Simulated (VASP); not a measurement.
# Ru (P6_3/mmc) in VASP: notebook

The runs below take Ru through relaxation of cell and atoms, with PBE.

All numbers are computed with VASP 6.6.1; they aren't measurements. Logs are shortened: lines on timing, memory, paths and dates and some standing lists are left out, and cuts for length are marked.

### 1 Starting point

Symmetry: P6_3/mmc, No. 194, hexagonal system. The conventional cell has a = 2.706 Å, b = 2.706 Å, c = 4.282 Å, α = 90.00°, β = 90.00°, γ = 120.00°. Ru (site symmetry -6m2) has 12 Ru at 2.65 to 2.71 Å as nearest neighbours.

### 2 Relaxation of cell and atoms, PBE

Input file INCAR:

```
ALGO     = Normal         # electronic algorithm
EDIFF    = 1E-6           # SCF threshold, eV
EDIFFG   = -0.01          # ionic threshold
ENCUT    = 600            # plane-wave cutoff, eV
GGA      = PE             # functional
IBRION   = 2              # ionic algorithm
ISIF     = 3              # what is computed and relaxed
ISMEAR   = 1              # smearing method
LASPH    = True           # aspherical terms in the spheres
LCHARG   = False          # write CHGCAR
LREAL    = False          # projectors in reciprocal space
LWAVE    = False          # write WAVECAR
NELM     = 80             # most SCF steps
NSW      = 90             # ionic steps
PREC     = Accurate       # precision mode
SIGMA    = 0.1            # smearing width, eV
```

Input file KPOINTS:

```
k-points
0
Gamma
  15 15 9
```

Input file POSCAR:

```
Ru
1.0
    2.7058000000      0.0000000000      0.0000000000
   -1.3529000000      2.3432915376      0.0000000000
    0.0000000000      0.0000000000      4.2819000000
Ru
2
Direct
    0.3333333333      0.6666666667      0.2500000000
    0.6666666667      0.3333333333      0.7500000000
```

Potentials or basis: VASP PAW PBE potentials, release 64 (Ru_pv).

Run with:

```
$ cat potpaw_PBE.64/Ru_pv/POTCAR > POTCAR
$ mpirun -np 1 vasp_std > vasp.out
```

OUTCAR:

```text
EDIFF = 1E-6
   EDIFFG = -0.01
   ENCUT = 600
   GGA = PE
   IBRION = 2
   ISIF = 3
   ISMEAR = 1
   LASPH = True
   LREAL = False
   NELM = 80
   NSW = 90
   PREC = Accurate

 ion  position               nearest neighbor table
   1  0.333  0.667  0.250-   2 2.65   2 2.65   2 2.65   2 2.65   2 2.65   2 2.65
   2  0.667  0.333  0.750-   1 2.65   1 2.65   1 2.65   1 2.65   1 2.65   1 2.65

  LATTYP: Found a hexagonal cell.
 ALAT       =     2.7058000000
 C/A-ratio  =     1.5824894671

  Lattice vectors:

 A1 = (   2.7058000000,   0.0000000000,   0.0000000000)
 A2 = (  -1.3529000000,   2.3432915376,   0.0000000000)
 A3 = (   0.0000000000,   0.0000000000,   4.2819000000)

Analysis of symmetry for initial positions (statically):
=====================================================================
 Subroutine PRICEL returns:
 Original cell was already a primitive cell.

 Routine SETGRP: Setting up the symmetry group for a
 hexagonal supercell.

 Subroutine GETGRP returns: Found 24 space group operations
 (whereof 12 operations were pure point group operations)
 out of a pool of 24 trial point group operations.

The static configuration has the point symmetry D_3d.
 The point group associated with its full space group is D_6h.

Analysis of symmetry for dynamics (positions and initial velocities):
=====================================================================
 Subroutine PRICEL returns:
 Original cell was already a primitive cell.

 Routine SETGRP: Setting up the symmetry group for a
 hexagonal supercell.

 Subroutine GETGRP returns: Found 24 space group operations
 (whereof 12 operations were pure point group operations)
 out of a pool of 24 trial point group operations.

The dynamic configuration has the point symmetry D_3d.
 The point group associated with its full space group is D_6h.

 Subroutine INISYM returns: Found 24 space group operations
 (whereof 12 operations are pure point group operations),
 and found     1 'primitive' translations

----------------------------------------------------------------------------------------

                                     Primitive cell

  volume of cell :      27.1493

  direct lattice vectors                    reciprocal lattice vectors
     2.705800000  0.000000000  0.000000000     0.369576465  0.213375072  0.000000000
    -1.352900000  2.343291538  0.000000000     0.000000000  0.426750144  0.000000000
     0.000000000  0.000000000  4.281900000     0.000000000  0.000000000  0.233541185

  length of vectors
     2.705800000  2.705800000  4.281900000     0.426750144  0.426750144  0.233541185

  position of ions in fractional coordinates (direct lattice)
     0.333333333  0.666666667  0.250000000
     0.666666667  0.333333333  0.750000000

  ion indices of the primitive-cell ions
   primitive index   ion index
                 1           1
                 2           2

----------------------------------------------------------------------------------------

 KPOINTS: k-points

Automatic generation of k-mesh.
 Grid dimensions read from file:
 generate k-points for:   15   15    9

 Generating k-lattice:

  Cartesian coordinates                     Fractional coordinates (reciprocal lattice)
     0.024638431  0.014225005  0.000000000     0.066666667  0.000000000  0.000000000
     0.000000000  0.028450010  0.000000000     0.000000000  0.066666667  0.000000000
     0.000000000  0.000000000  0.025949021     0.000000000  0.000000000  0.111111111

  Length of vectors
     0.028450010  0.028450010  0.025949021

  Shift w.r.t. Gamma in fractional coordinates (k-lattice)
     0.000000000  0.000000000  0.000000000

 Subroutine IBZKPT returns following result:
 ===========================================

 Found    135 irreducible k-points:

 Following reciprocal coordinates:
            Coordinates               Weight
  0.000000  0.000000  0.000000      1.000000
  0.066667  0.000000  0.000000      6.000000
  0.133333  0.000000  0.000000      6.000000
  0.200000  0.000000  0.000000      6.000000
  0.266667  0.000000  0.000000      6.000000
  0.333333  0.000000  0.000000      6.000000
[... 16 lines left out ...]
  0.333333  0.200000  0.000000     12.000000
  0.400000  0.200000  0.000000      6.000000
 [... further k-points ...]
   k-points           NKPTS =    135   k-points in BZ     NKDIM =    135   number of bands    NBANDS=     18
   number of dos      NEDOS =    301   number of ions     NIONS =      2
   total plane-waves  NPLWV =  20736
   dimension x,y,z NGX =    24 NGY =   24 NGZ =   36
   dimension x,y,z NGXF=    48 NGYF=   48 NGZF=   72
   ions per type =               2
   NGX,Y,Z   is equivalent  to a cutoff of  14.75, 14.75, 13.98 a.u.
   NGXF,Y,Z  is equivalent  to a cutoff of  29.49, 29.49, 27.95 a.u.
 SYSTEM =  unknown system
   PREC   = accura    normal or accurate (medium, high low for compatibility)
   ISTART =      0    job   : 0-new  1-cont  2-samecut
   ICHARG =      2    charge: 1-file 2-atom 10-const
   ISPIN  =      1    spin polarized calculation?
   LNONCOLLINEAR =      F non collinear calculations
   LSORBIT =      F    spin-orbit coupling
   LASPH  =      T    aspherical Exc in radial PAW
   ENCUT  =  600.0 eV  44.10 Ry    6.64 a.u.   5.40  5.40  8.55*2*pi/ulx,y,z
   NELM   =     80;   NELMIN=  2; NELMDL= -5     # of ELM steps
   EDIFF  = 0.1E-05   stopping-criterion for ELM
   LREAL  =      F    real-space projection
   EDIFFG = -.1E-01   stopping-criterion for IOM
   NSW    =     90    number of steps for IOM
   IBRION =      2    ionic relax: 0-MD 1-quasi-New 2-CG
   NFREE  =      1    steps in history (QN), initial steepest desc. (CG)
   ISIF   =      3    stress and relaxation
   ISYM   =      2    0-nonsym 1-usesym 2-fastsym
   POTIM  = 0.5000    time-step for ionic-motion
   TEBEG  =    0.0;   TEEND  =   0.0 temperature during run
   PSTRESS=    0.0 pullay stress
   NELECT =      28.0000    total number of electrons
   NUPDOWN=      -1.0000    fix difference up-down
   EMIN   =  10.00;   EMAX   =-10.00  energy-range for DOS
   EFERMI =   0.00;   METHOD = LEGACY
   ISMEAR =     1;   SIGMA  =   0.10  broadening in eV -4-tet -1-fermi 0-gaus
   EFERMI_NEDOS =   21; number of points for ismear=-14 and -15
   IALGO  =     38    algorithm
   IMIX   =      4    mixing-type and parameters
     AMIX     =   0.40;   BMIX     =  1.00
     AMIX_MAG =   1.60;   BMIX_MAG =  1.00
  volume/ion in A,a.u.               =      13.57        91.61
  Fermi-wavevector in a.u.,A,eV,Ry     =   1.654022  3.125649 37.222674  2.735789
  Thomas-Fermi vector in A             =   2.742361
   LORBIT       =      0    0 simple, 1 ext, 2 COOP (PROOUT), +10 PAW based schemes
   GGA     = PE    functional components
   LHFCALC =     F    Hartree Fock is set to
   AEXX    =    0.0000 exact exchange contribution
   IVDW    =     0    specifies the selected vdW correction
   LEPSILON=     F    determine dielectric tensor
   LRPA    =     F    only Hartree local field effects (RPA)
 conjugate gradient relaxation of ions
 non-spin polarized calculation
 Methfessel and Paxton  Order N= 1 SIGMA  =   0.10
  energy-cutoff  :      600.00
  volume of cell :       27.15
 maximum number of plane-waves:       935
 NGX is ok and might be reduce to    24
   NGX = 11   NGY = 11   NGZ = 17

--------------------------------------- Ionic step        1  -------------------------------------------

 number of electron      28.0000002 magnetization

 Free energy of the ion-electron system (eV)
  ---------------------------------------------------
  ext. energy  EPLUGINS =         0.00000000
  ---------------------------------------------------
  free energy    TOTEN  =       -18.46762699 eV

  energy without entropy =      -18.46621697  energy(sigma->0) =      -18.46715699

------------------------ aborting loop because EDIFF is reached ----------------------------------------

  FORCE on cell =-STRESS in cart. coord.  units (eV):
  Direction    XX          YY          ZZ          XY          YZ          ZX
  --------------------------------------------------------------------------------------
  -------------------------------------------------------------------------------------
  Total        0.7186739      0.7186739      0.7494484     -0.0000000     -0.0000000      0.0000000
  in kB       42.4115250     42.4115250     44.2276395     -0.0000000     -0.0000000      0.0000000
  external PRESSURE =      43.0168965 kB  Pullay stress =       0.0000000 kB
[... 93 lines left out ...]
  energy  without entropy=      -18.4710173616  energy(sigma->0) =      -18.47192989

--------------------------------------- Ionic step        4  -------------------------------------------

 number of electron      28.0000004 magnetization

 Free energy of the ion-electron system (eV)
  ---------------------------------------------------
  ext. energy  EPLUGINS =         0.00000000
  ---------------------------------------------------
  free energy    TOTEN  =       -18.47238629 eV

  energy without entropy =      -18.47101728  energy(sigma->0) =      -18.47192995

 E-fermi :  12.5823     XC(G=0): -14.0399

 val. band max:       12.5815411317   @ k =   0.2667   0.0000   0.3333
 cond. band min:      12.6097973353   @ k =   0.4667   0.0667   0.3333
 fundamental gap:      0.0282562035
 Fermi energy:        12.5822504648

 k-point     1 :       0.0000    0.0000    0.0000
  band No.  band energies     occupation
      1     -30.9952      2.00000
      2     -30.1074      2.00000
      3     -30.1074      2.00000
      4     -29.9442      2.00000
      5     -29.9442      2.00000
      6     -29.9006      2.00000
[... 10 lines left out ...]
     17      13.7618     -0.00000
     18      13.8833     -0.00000
[... 466 lines left out ...]
      2     -30.5701      2.00000
      3     -30.4600      2.00000
      4     -30.4543      2.00000
      5     -30.2394      2.00000
      6     -30.2202      2.00000
[... 10 lines left out ...]
     17      17.8707      0.00000
     18      19.3056      0.00000

 [... further k-points ...]
[... 5 lines left out ...]
  --------------------------------------------------------------------------------------
  -------------------------------------------------------------------------------------
  Total        0.0100894      0.0100894     -0.0169143     -0.0000000      0.0000000      0.0000000
  in kB        0.5876443      0.5876443     -0.9851502     -0.0000000      0.0000000      0.0000000
  external PRESSURE =       0.0633795 kB  Pullay stress =       0.0000000 kB
[... 17 lines left out ...]
  FREE ENERGIE OF THE ION-ELECTRON SYSTEM (eV)
  ---------------------------------------------------
  free  energy   TOTEN  =       -18.4723862871 eV

  energy  without entropy=      -18.4710172844  energy(sigma->0) =      -18.47192995

 reached required accuracy - stopping structural energy minimisation
```

Run time: 1.7 min. Hardware: 1 thread of Intel Xeon Platinum 8375C at 2.90GHz (Ice Lake), shared host; peak memory 0.21 GiB.

Results:

| Quantity | Value |
| --- | --- |
| Free energy | -18.4724 eV |
| Relaxed volume | 13.75 Å³/atom |
| Relaxed cell | a = 2.718 Å, b = 2.718 Å, c = 4.301 Å, α = 90.00°, β = 90.00°, γ = 120.00° |
| Space group after relaxing (to 0.05 Å) | P6_3/mmc (No. 194) |
| Energy gained by relaxing | 2.4 meV/atom |
| Ionic steps | 4 |
| Pressure after relaxing | 0.0 GPa |
| Band gap on the k mesh | none (metal or under the smearing width) |

The path:
```
step  energy change (eV)  largest force (eV/Å)  pressure (GPa)  volume (Å³)
   1              0.0000                0.0000            4.30        27.15
   2              0.0350                0.0000          -11.17        28.61
   3             -0.0048                0.0000           -0.04        27.52
   4             -0.0048                0.0000            0.01        27.51
```

Final structure:
```
Ru
1.0
     2.71750    0.00000    0.00000
    -1.35875    2.35343    0.00000
     0.00000    0.00000    4.30121
Ru
2
Direct
  0.33333 0.66667 0.25000
  0.66667 0.33333 0.75000
```

(Part 1 of 2 ends here.)
